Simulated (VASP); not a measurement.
# TiB2 (P6/mmm) in VASP: density of states with PBE

Aim: the density of states of TiB2 with PBE.

Everything below comes from runs of VASP 6.6.1. Logs are shortened: lines on timing, memory, paths and dates and some standing lists are left out, and cuts for length are marked.

**1. Starting point**

The structure is hexagonal, space group P6/mmm (No. 191). Conventional cell: a = 3.030 Å, b = 3.030 Å, c = 3.222 Å, α = 90.00°, β = 90.00°, γ = 120.00°. Ti (site symmetry 6/mmm) has 12 B at 2.38 Å as nearest neighbours. Around B (site symmetry -6m2) lie 3 B at 1.75 Å.

**2. Density of states, PBE**

POSCAR reads:

```
TiB2                                    
1.0
    3.0301985632      0.0000000000      0.0000000000
   -1.5150992816      2.6242289311      0.0000000000
    0.0000000000      0.0000000000      3.2218217254
  Ti              B             
     1     2
Direct
     0.0000000000000000    0.0000000000000000    0.0000000000000000
     0.3333333300000021    0.6666666699999979    0.5000000000000000
     0.6666666699999979    0.3333333300000021    0.5000000000000000
```

INCAR.step1 reads:

```
SYSTEM = TiB2
PREC     = Accurate       ! precision mode
ENCUT    = 350            ! plane-wave cutoff, eV
EDIFF    = 1E-7           ! SCF threshold, eV
ISMEAR   = 0              ! smearing method
SIGMA    = 0.1            ! smearing width, eV
LREAL    = .FALSE.        ! projectors in reciprocal space
LASPH    = .TRUE.         ! aspherical terms in the spheres
NELM     = 80             ! most SCF steps
ALGO     = Fast           ! electronic algorithm
ISIF     = 2              ! what is computed and relaxed
LWAVE    = .FALSE.        ! write WAVECAR
LCHARG   = .TRUE.         ! write CHGCAR
LMAXMIX  = 4              ! l up to which the mixer works
GGA      = PE             ! functional
NBANDS   = 16             ! bands
```

KPOINTS.step1 reads:

```
Automatic mesh
0
G
  15 15 14
  0 0 0
```

INCAR.step2 reads:

```
SYSTEM = TiB2
PREC     = Accurate       ! precision mode
ENCUT    = 350            ! plane-wave cutoff, eV
EDIFF    = 1E-7           ! SCF threshold, eV
ISMEAR   = -5             ! smearing method
SIGMA    = 0.1            ! smearing width, eV
LREAL    = .FALSE.        ! projectors in reciprocal space
LASPH    = .TRUE.         ! aspherical terms in the spheres
NELM     = 80             ! most SCF steps
ALGO     = Fast           ! electronic algorithm
ISIF     = 2              ! what is computed and relaxed
LWAVE    = .FALSE.        ! write WAVECAR
LCHARG   = .FALSE.        ! write CHGCAR
LMAXMIX  = 4              ! l up to which the mixer works
GGA      = PE             ! functional
LORBIT   = 10             ! projections on sites
NBANDS   = 16             ! bands
NEDOS    = 1001           ! points of the DOS
ICHARG   = 11             ! starting density
```

KPOINTS.step2 reads:

```
Automatic mesh
0
G
  23 23 21
  0 0 0
```

Potentials or basis: VASP PAW PBE potentials, release 64 (Ti_sv, B).

Started as:

```console
cat potpaw_PBE.64/Ti_sv/POTCAR potpaw_PBE.64/B/POTCAR > POTCAR
cp INCAR.step1 INCAR
cp KPOINTS.step1 KPOINTS
mpirun -np 1 vasp_std > vasp.out
cp INCAR.step2 INCAR
cp KPOINTS.step2 KPOINTS
mpirun -np 1 vasp_std > vasp.out
```

OUTCAR:

```text
SYSTEM = TiB2
   PREC = Accurate
   ENCUT = 350
   EDIFF = 1E-7
   ISMEAR = -5
   LREAL = .FALSE.
   LASPH = .TRUE.
   NELM = 80
   ISIF = 2
   GGA = PE
   LORBIT = 10
   ICHARG = 11

 ion  position               nearest neighbor table
   1  0.000  0.000  0.000-   2 2.38   3 2.38   2 2.38   3 2.38   2 2.38   2 2.38   3 2.38   3 2.38
                             3 2.38   3 2.38   2 2.38   2 2.38
   2  0.333  0.667  0.500-   3 1.75   3 1.75   3 1.75   1 2.38   1 2.38   1 2.38   1 2.38   1 2.38
                             1 2.38
   3  0.667  0.333  0.500-   2 1.75   2 1.75   2 1.75   1 2.38   1 2.38   1 2.38   1 2.38   1 2.38
                             1 2.38

  LATTYP: Found a hexagonal cell.
 ALAT       =     3.0301985632
 C/A-ratio  =     1.0632378236

  Lattice vectors:

 A1 = (   3.0301985632,   0.0000000000,   0.0000000000)
 A2 = (  -1.5150992816,   2.6242289311,   0.0000000000)
 A3 = (   0.0000000000,   0.0000000000,   3.2218217254)

Analysis of symmetry for initial positions (statically):
=====================================================================
 Subroutine PRICEL returns:
 Original cell was already a primitive cell.

 Routine SETGRP: Setting up the symmetry group for a
 hexagonal supercell.

 Subroutine GETGRP returns: Found 24 space group operations
 (whereof 24 operations were pure point group operations)
 out of a pool of 24 trial point group operations.

The static configuration has the point symmetry D_6h.

Analysis of symmetry for dynamics (positions and initial velocities):
=====================================================================
 Subroutine PRICEL returns:
 Original cell was already a primitive cell.

 Routine SETGRP: Setting up the symmetry group for a
 hexagonal supercell.

 Subroutine GETGRP returns: Found 24 space group operations
 (whereof 24 operations were pure point group operations)
 out of a pool of 24 trial point group operations.

The dynamic configuration has the point symmetry D_6h.

 Subroutine INISYM returns: Found 24 space group operations
 (whereof 24 operations are pure point group operations),
 and found     1 'primitive' translations

----------------------------------------------------------------------------------------

                                     Primitive cell

  volume of cell :      25.6197

  direct lattice vectors                    reciprocal lattice vectors
     3.030198563  0.000000000  0.000000000     0.330011377  0.190532157  0.000000000
    -1.515099282  2.624228931  0.000000000     0.000000000  0.381064315  0.000000000
     0.000000000  0.000000000  3.221821725     0.000000000  0.000000000  0.310383406

  length of vectors
     3.030198563  3.030198560  3.221821725     0.381064315  0.381064315  0.310383406

  position of ions in fractional coordinates (direct lattice)
     0.000000000  0.000000000  0.000000000
     0.333333330  0.666666670  0.500000000
     0.666666670  0.333333330  0.500000000

  ion indices of the primitive-cell ions
   primitive index   ion index
                 1           1
                 2           2
                 3           3

----------------------------------------------------------------------------------------

 KPOINTS: Automatic mesh

Automatic generation of k-mesh.
 Grid dimensions read from file:
 generate k-points for:   23   23   21

 Generating k-lattice:

  Cartesian coordinates                     Fractional coordinates (reciprocal lattice)
     0.014348321  0.008284007  0.000000000     0.043478261 -0.000000000  0.000000000
     0.000000000  0.016568014  0.000000000     0.000000000  0.043478261  0.000000000
     0.000000000  0.000000000  0.014780162     0.000000000  0.000000000  0.047619048

  Length of vectors
     0.016568014  0.016568014  0.014780162

  Shift w.r.t. Gamma in fractional coordinates (k-lattice)
     0.000000000  0.000000000  0.000000000

 TETIRR: Found  11086 inequivalent tetrahedra from    66654

 Subroutine IBZKPT returns following result:
 ===========================================

 Found    616 irreducible k-points:

 Following reciprocal coordinates:
            Coordinates               Weight
  0.000000  0.000000  0.000000      1.000000
  0.043478 -0.000000  0.000000      6.000000
  0.086957  0.000000  0.000000      6.000000
  0.130435 -0.000000  0.000000      6.000000
  0.173913  0.000000  0.000000      6.000000
  0.217391 -0.000000  0.000000      6.000000
[... 16 lines left out ...]
  0.478261  0.043478  0.000000      6.000000
  0.086957  0.086957  0.000000      6.000000
 [... further k-points ...]
   k-points           NKPTS =    616   k-points in BZ     NKDIM =    616   number of bands    NBANDS=     16
   number of dos      NEDOS =   1001   number of ions     NIONS =      3
   total plane-waves  NPLWV =   6480
   dimension x,y,z NGX =    18 NGY =   18 NGZ =   20
   dimension x,y,z NGXF=    36 NGYF=   36 NGZF=   40
   ions per type =               1   2
   NGX,Y,Z   is equivalent  to a cutoff of   9.88,  9.88, 10.32 a.u.
   NGXF,Y,Z  is equivalent  to a cutoff of  19.75, 19.75, 20.64 a.u.
 SYSTEM =  TiB2
   PREC   = accura    normal or accurate (medium, high low for compatibility)
   ISTART =      0    job   : 0-new  1-cont  2-samecut
   ICHARG =     11    charge: 1-file 2-atom 10-const
   ISPIN  =      1    spin polarized calculation?
   LNONCOLLINEAR =      F non collinear calculations
   LSORBIT =      F    spin-orbit coupling
   LASPH  =      T    aspherical Exc in radial PAW
   ENCUT  =  350.0 eV  25.72 Ry    5.07 a.u.   4.62  4.62  4.91*2*pi/ulx,y,z
   NELM   =     80;   NELMIN=  2; NELMDL=  0     # of ELM steps
   EDIFF  = 0.1E-06   stopping-criterion for ELM
   LREAL  =      F    real-space projection
   EDIFFG = 0.1E-05   stopping-criterion for IOM
   NSW    =      0    number of steps for IOM
   IBRION =     -1    ionic relax: 0-MD 1-quasi-New 2-CG
   NFREE  =      0    steps in history (QN), initial steepest desc. (CG)
   ISIF   =      2    stress and relaxation
   ISYM   =      2    0-nonsym 1-usesym 2-fastsym
   POTIM  = 0.5000    time-step for ionic-motion
   TEBEG  =    0.0;   TEEND  =   0.0 temperature during run
   PSTRESS=    0.0 pullay stress
   NELECT =      18.0000    total number of electrons
   NUPDOWN=      -1.0000    fix difference up-down
   EMIN   =  10.00;   EMAX   =-10.00  energy-range for DOS
   EFERMI =   0.00;   METHOD = LEGACY
   ISMEAR =    -5;   SIGMA  =   0.10  broadening in eV -4-tet -1-fermi 0-gaus
   EFERMI_NEDOS =   21; number of points for ismear=-14 and -15
   IALGO  =     68    algorithm
   IMIX   =      4    mixing-type and parameters
     AMIX     =   0.40;   BMIX     =  1.00
     AMIX_MAG =   1.60;   BMIX_MAG =  1.00
  volume/ion in A,a.u.               =       8.54        57.63
  Fermi-wavevector in a.u.,A,eV,Ry     =   1.455373  2.750256 28.818633  2.118110
  Thomas-Fermi vector in A             =   2.572415
   LORBIT       =     10    0 simple, 1 ext, 2 COOP (PROOUT), +10 PAW based schemes
   GGA     = PE    functional components
   LHFCALC =     F    Hartree Fock is set to
   AEXX    =    0.0000 exact exchange contribution
   IVDW    =     0    specifies the selected vdW correction
   LEPSILON=     F    determine dielectric tensor
   LRPA    =     F    only Hartree local field effects (RPA)
 non-spin polarized calculation
 RMM-DIIS sequential band-by-band and
 Fermi weights with tetrahedron method with Bloechl corrections
  energy-cutoff  :      350.00
  volume of cell :       25.62
 maximum number of plane-waves:       394

 number of electron      18.0000016 magnetization

 Free energy of the ion-electron system (eV)
  ---------------------------------------------------
  ext. energy  EPLUGINS =         0.00000000
  ---------------------------------------------------
  free energy    TOTEN  =       -24.41711784 eV

  energy without entropy =      -24.41711784  energy(sigma->0) =      -24.41711784

 E-fermi :  10.0988     XC(G=0): -12.7771

 val. band max:       10.1326174367   @ k =   0.0435  -0.0000   0.2381
 cond. band min:      10.0086342237   @ k =   0.1304   0.1304   0.2381
 fundamental gap:     -0.1239832130
 Fermi energy:        10.0988497246

 k-point     1 :       0.0000    0.0000    0.0000
  band No.  band energies     occupation
      1     -46.9127      2.00000
      2     -23.2822      2.00000
      3     -22.9674      2.00000
      4     -22.9674      2.00000
      5      -3.4745      2.00000
      6       7.4011      2.00000
[... 8 lines left out ...]
     15      15.7742      0.00000
     16      16.9136      0.00000

 k-point     2 :       0.0435   -0.0000    0.0000
  band No.  band energies     occupation
      1     -46.9116      2.00000
      2     -23.2809      2.00000
      3     -22.9751      2.00000
      4     -22.9691      2.00000
      5      -3.4380      2.00000
      6       7.2935      2.00000
[... 8 lines left out ...]
     15      16.0261      0.00000
     16      17.0274      0.00000

 k-point     3 :       0.0870    0.0000    0.0000
  band No.  band energies     occupation
      1     -46.9084      2.00000
      2     -23.2771      2.00000
      3     -22.9975      2.00000
      4     -22.9741      2.00000
      5      -3.3293      2.00000
      6       6.9841      2.00000
[... 8 lines left out ...]
     15      16.6383      0.00000
     16      17.3782      0.00000

 k-point     4 :       0.1304   -0.0000    0.0000
  band No.  band energies     occupation
      1     -46.9037      2.00000
      2     -23.2712      2.00000
      3     -23.0330      2.00000
      4     -22.9822      2.00000
      5      -3.1502      2.00000
      6       6.5122      2.00000
[... 8 lines left out ...]
     15      17.4442      0.00000
     16      17.9593      0.00000
[... 324 lines left out ...]
 k-point    22 :       0.4348    0.0435    0.0000
  band No.  band energies     occupation
      1     -46.8582      2.00000
      2     -23.3612      2.00000
      3     -23.2139      2.00000
      4     -23.0636      2.00000
      5       0.1085      2.00000
      6       1.3985      2.00000
[... 8 lines left out ...]
     15      17.5707      0.00000
     16      18.3973      0.00000

 k-point    23 :       0.4783    0.0435    0.0000
  band No.  band energies     occupation
      1     -46.8573      2.00000
      2     -23.3684      2.00000
      3     -23.2128      2.00000
      4     -23.0654      2.00000
      5       0.6848      2.00000
      6       0.7904      2.00000
[... 8 lines left out ...]
     15      17.5713      0.00000
     16      18.3284      0.00000

 k-point    24 :       0.0870    0.0870    0.0000
  band No.  band energies     occupation
      1     -46.9012      2.00000
      2     -23.2678      2.00000
      3     -23.0515      2.00000
      4     -22.9886      2.00000
      5      -3.0439      2.00000
      6       6.3199      2.00000
[... 8 lines left out ...]
     15      17.4030      0.00000
     16      18.4521      0.00000

 [... further k-points ...]

------------------------ aborting loop because EDIFF is reached ----------------------------------------

  FORCE on cell =-STRESS in cart. coord.  units (eV):
  Direction    XX          YY          ZZ          XY          YZ          ZX
  --------------------------------------------------------------------------------------
  -------------------------------------------------------------------------------------
  Total        0.0397109      0.0397109      0.0148139      0.0000000      0.0000000      0.0000000
  in kB        2.4833970      2.4833970      0.9264160      0.0000000      0.0000000      0.0000000
  external PRESSURE =       1.9644033 kB  Pullay stress =       0.0000000 kB

 VOLUME and BASIS-vectors are now :
 -----------------------------------------------------------------------------
  energy-cutoff  :      350.00
  volume of cell :       25.62
      direct lattice vectors                 reciprocal lattice vectors
     3.030198563  0.000000000  0.000000000     0.330011377  0.190532157  0.000000000
    -1.515099282  2.624228931  0.000000000     0.000000000  0.381064315  0.000000000
     0.000000000  0.000000000  3.221821725     0.000000000  0.000000000  0.310383406

 POSITION                                       TOTAL-FORCE (eV/Angst)
 -----------------------------------------------------------------------------------
      0.00000      0.00000      0.00000         0.000000      0.000000      0.000000
     -0.00000      1.74949      1.61091        -0.000000     -0.000000     -0.000000
      1.51510      0.87474      1.61091         0.000000     -0.000000      0.000000
 -----------------------------------------------------------------------------------
    total drift:                                0.000000      0.000000      0.000000

  FREE ENERGIE OF THE ION-ELECTRON SYSTEM (eV)
  ---------------------------------------------------
  free  energy   TOTEN  =       -24.4171178394 eV

  energy  without entropy=      -24.4171178394  energy(sigma->0) =      -24.41711784

 total charge

# of ion       s       p       d       tot
------------------------------------------
    1        2.173   6.210   2.035  10.418
    2        0.689   1.327   0.000   2.016
    3        0.689   1.327   0.000   2.016
--------------------------------------------------
tot          3.550   8.865   2.035  14.450
```

Wall time 2 min (1 thread of Intel Xeon 6975P-C (Granite Rapids), shared host); peak memory 0.26 GiB.

What came out:

| Item | Value |
| --- | --- |
| Valence electrons inside the program's atomic spheres | Ti 10.42; B 2.02 |

States per cell in windows of 0.5 eV (zero at the Fermi level; states under -8 eV left out):
| from (eV) | total | Ti1_d | B2_p | B3_p | Ti1_p | B2_s | B3_s |
| --- | --- | --- | --- | --- | --- | --- | --- |
| -8.0 | 0.34 | 0.03 | 0.04 | 0.04 | 0.01 | 0.05 | 0.05 |
| -7.5 | 0.25 | 0.02 | 0.04 | 0.04 | 0.01 | 0.03 | 0.03 |
| -7.0 | 0.31 | 0.03 | 0.05 | 0.05 | 0.01 | 0.03 | 0.03 |
| -6.5 | 0.31 | 0.03 | 0.05 | 0.05 | 0.01 | 0.02 | 0.02 |
| -6.0 | 0.46 | 0.05 | 0.09 | 0.09 | 0.02 | 0.02 | 0.02 |
| -5.5 | 0.46 | 0.06 | 0.09 | 0.09 | 0.02 | 0.01 | 0.01 |
| -5.0 | 0.60 | 0.09 | 0.12 | 0.12 | 0.02 | 0.01 | 0.01 |
| -4.5 | 0.59 | 0.09 | 0.12 | 0.12 | 0.03 | 0.01 | 0.01 |
| -4.0 | 0.81 | 0.14 | 0.16 | 0.16 | 0.04 | 0.01 | 0.01 |
| -3.5 | 1.08 | 0.27 | 0.18 | 0.18 | 0.05 | 0.00 | 0.00 |
| -3.0 | 0.74 | 0.23 | 0.12 | 0.12 | 0.02 | 0.00 | 0.00 |
| -2.5 | 0.43 | 0.19 | 0.05 | 0.05 | 0.01 | 0.00 | 0.00 |
| -2.0 | 0.52 | 0.26 | 0.04 | 0.04 | 0.01 | 0.00 | 0.00 |
| -1.5 | 0.37 | 0.20 | 0.03 | 0.03 | 0.00 | 0.00 | 0.00 |
| -1.0 | 0.29 | 0.17 | 0.02 | 0.02 | 0.00 | 0.00 | 0.00 |
| -0.5 | 0.11 | 0.07 | 0.00 | 0.00 | 0.00 | 0.00 | 0.00 |
| 0.0 | 0.31 | 0.21 | 0.02 | 0.02 | 0.00 | 0.00 | 0.00 |
| 0.5 | 0.42 | 0.30 | 0.02 | 0.02 | 0.00 | 0.00 | 0.00 |
| 1.0 | 0.77 | 0.56 | 0.04 | 0.04 | 0.00 | 0.00 | 0.00 |
| 1.5 | 0.90 | 0.65 | 0.04 | 0.04 | 0.00 | 0.01 | 0.01 |
| 2.0 | 1.33 | 1.05 | 0.05 | 0.05 | 0.01 | 0.01 | 0.01 |
| 2.5 | 1.69 | 1.35 | 0.07 | 0.07 | 0.01 | 0.01 | 0.01 |
| 3.0 | 0.76 | 0.55 | 0.05 | 0.05 | 0.01 | 0.01 | 0.01 |
| 3.5 | 0.73 | 0.48 | 0.05 | 0.05 | 0.01 | 0.02 | 0.02 |
| 4.0 | 0.63 | 0.42 | 0.04 | 0.04 | 0.01 | 0.02 | 0.02 |
| 4.5 | 0.39 | 0.23 | 0.03 | 0.03 | 0.01 | 0.01 | 0.01 |
| 5.0 | 0.36 | 0.18 | 0.03 | 0.03 | 0.01 | 0.01 | 0.01 |
| 5.5 | 0.47 | 0.21 | 0.05 | 0.05 | 0.02 | 0.01 | 0.01 |
| 6.0 | 0.45 | 0.16 | 0.07 | 0.07 | 0.02 | 0.01 | 0.01 |
| 6.5 | 0.71 | 0.19 | 0.12 | 0.12 | 0.02 | 0.02 | 0.02 |
| 7.0 | 0.50 | 0.10 | 0.08 | 0.08 | 0.01 | 0.02 | 0.02 |
| 7.5 | 0.66 | 0.12 | 0.07 | 0.07 | 0.02 | 0.05 | 0.05 |

Caveat: the cutoff is under 1.25 times the usual one of these potentials, so pressure, stress and relaxed cells hold a basis-set (Pulay) error; tetrahedron occupations give inexact forces and stress in metals.
